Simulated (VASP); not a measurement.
# CdF2: structure and properties in VASP, part 6 of 6

What structure does CdF2 take at this level, and what are its properties? The cell is invented: it takes the structure of COD entry 9009027, PbF2 (space group 225 there), with some of its atoms replaced by other elements, volume scaled by an estimate. It may not be a known or stable phase.

VASP 6.6.1; PBEsol; plane waves and PAW (Cd, F); invented cell.

So far, gap on the k-mesh (eV): step 2 (rough relaxation of the start cell) 2.97; step 3 (relaxing cell and atoms (PBEsol)) 2.91; step 4 (single point with fields (PBEsol)) 2.91; step 6 (total and projected DOS (PBEsol)) 2.90; step 7 (vibrations at Γ (PBEsol)) 2.91. The relaxed cell has a = 5.397 Å (conventional setting).

## (8) NMR shifts (PBEsol) (continued)

OUTCAR, selected parts (step 8):

```text
   k-points           NKPTS =     20   k-points in BZ     NKDIM =     20   number of bands    NBANDS=     19

   NELECT =      26.0000    total number of electrons

  Total       -0.0204658     -0.0204658     -0.0204658      0.0000000      0.0000000      0.0000000
  in kB       -0.8341212     -0.8341212     -0.8341212      0.0000000      0.0000000      0.0000000
  external PRESSURE =      -0.8341212 kB  Pullay stress =       0.0000000 kB

 POSITION                                       TOTAL-FORCE (eV/Angst)
 -----------------------------------------------------------------------------------
      0.00000      0.00000      0.00000         0.000000      0.000000     -0.000000
      1.34937      1.34937      1.34937        -0.000000     -0.000000     -0.000000
      4.04810      4.04810      4.04810         0.000000      0.000000      0.000000
 -----------------------------------------------------------------------------------
    total drift:                                0.000000      0.000000      0.000000

  ORBITAL MAGNETIC SUSCEPTIBILITY, excluding core contribution
 -------------------------------------------------------------
  Approximate magnetic susceptibility, pGv (10^-6 cm^3/mole)
     1        -24.037819         -0.000000         -0.000000
     2          0.000000        -24.037819         -0.000000
     3          0.000000         -0.000000        -24.037819
 -------------------------------------------------------------
  Approximate magnetic susceptibility, vGv (10^-6 cm^3/mole)
     1        -22.604877         -0.000000          0.000000
     2         -0.000000        -22.604877         -0.000000
     3          0.000000          0.000000        -22.604877

  CSA tensor (J. Mason, Solid State Nucl. Magn. Reson. 2, 285 (1993))
  for chemical shielding  (including the isotropic core contribution)

  BDIR labels direction of applied magnetic field (i.e. B0)
  For BDIR==1, B0 along x-axis, etc.
  Induced field listed along cartesian directions for each BDIR
 ------------------------------------------------------------------------------------------
                 EXCLUDING G=0 CONTRIBUTION              INCLUDING G=0 CONTRIBUTION
 ------------------------------------------------------------------------------------------
  ion  BDIR            X           Y           Z                X           Y           Z
          (   iso_shield        span        skew ) (   iso_shield        span        skew )
 ------------------------------------------------------------------------------------------
    1     1    3923.9514      0.0000      0.0000        3935.5068      0.0000      0.0000
          2       0.0000   3923.9514      0.0000          -0.0000   3935.5068      0.0000
          3      -0.0000     -0.0000   3923.9514          -0.0000     -0.0000   3935.5068
          (    3923.9514      0.0000      0.0000 ) (    3935.5068      0.0000      0.0000 )

    2     1     326.6687      0.0000      0.0000         338.2241      0.0000      0.0000
          2      -0.0000    326.6687      0.0000          -0.0000    338.2241      0.0000
          3      -0.0000     -0.0000    326.6687          -0.0000     -0.0000    338.2241
          (     326.6687      0.0000      0.0000 ) (     338.2241      0.0000      0.0000 )

    3     1     326.6687      0.0000      0.0000         338.2241      0.0000      0.0000
          2       0.0000    326.6687      0.0000           0.0000    338.2241      0.0000
          3      -0.0000      0.0000    326.6687          -0.0000      0.0000    338.2241
          (     326.6687      0.0000      0.0000 ) (     338.2241      0.0000      0.0000 )
 ------------------------------------------------------------------------------------------

[... 7 parts as in an earlier step ...]

[... 3 further parts left out ...]
```

This step gave:

```yaml
irreducible_k_points: 20
fermi_energy: -1.299 eV
pressure: -0.08341 GPa
valence_top_at_k: -0.2857, 0.4286, 0.1429
gap_on_the_k_mesh: 2.944 eV
```

Valence and core; the G = 0 term is that of a spherical sample. NMR shielding, by row:

| atom | isotropic shielding (ppm) | span (ppm) | skew | isotropic shielding without the G = 0 term (ppm) |
| --- | --- | --- | --- | --- |
| Cd1 | 3936 | 0 | - | 3924 |
| F2 | 338.2 | 0 | - | 326.7 |
| F3 | 338.2 | 0 | - | 326.7 |

## (9) Results

```
relaxed volume                                               : 13.10 Å³/atom
relaxed conventional cell a, b, c                            : 5.397, 5.397, 5.397 Å
space group after relaxing, within 0.02 Å                    : Fm-3m (No. 225)
band gap                                                     : 2.89 eV, indirect (least direct gap of that run 3.38 eV)
gap among the points of the DOS mesh alone, an upper bound   : 2.90 eV
static dielectric constant from modes and Born charges, mean : 8.15
LO mode by the Lyddane-Sachs-Teller relation                 : 374 cm⁻¹
electronic dielectric constant, mean                         : 2.86
highest zone-centre mode                                     : 300 cm⁻¹
isotropic shieldings                                         : Cd 3936, F 338 ppm
```

What this shows: With PBEsol, CdF2 relaxes to 13.10 Å³/atom in space group Fm-3m (held by the symmetry of the run) and has an indirect gap of 2.89 eV. Vibrations at Γ (PBEsol): The ionic part of the static dielectric tensor is isotropic, 5.29. Vibrations at Γ (PBEsol): Mean Born effective charge: Cd1 2.44, F2 -1.22 e. Vibrations at Γ (PBEsol): The strongest infrared line lies at 222 cm⁻¹. Vibrations at Γ (PBEsol): The highest mode in this list at Γ, 300.3 cm⁻¹, is mostly motion of F (100 % of the kinetic energy). Semilocal functionals usually underestimate gaps. Spin-orbit coupling is left out; it would split some degenerate bands. Modes at Γ alone can't show that the crystal is stable at other wave vectors, and the LO-TO splitting is not included. No search among competing phases was made. All values are for a static lattice at zero temperature.

[Lines on the potential files, build, host, timing and source positions are cut from VASP's logs without a mark.]

[Logs are printed without paths, hosts, clocks, repeated set-up lines and the standing remarks that a program may print on its own settings, such as how far it seeks lower states.]

[Hosts, paths, dates, database ids (printed as entryN), source tags and the programs' standing remarks are cut or masked in the printed files.]

[A measured line is paired with the nearest computed mode of its activity, which favours agreement.]
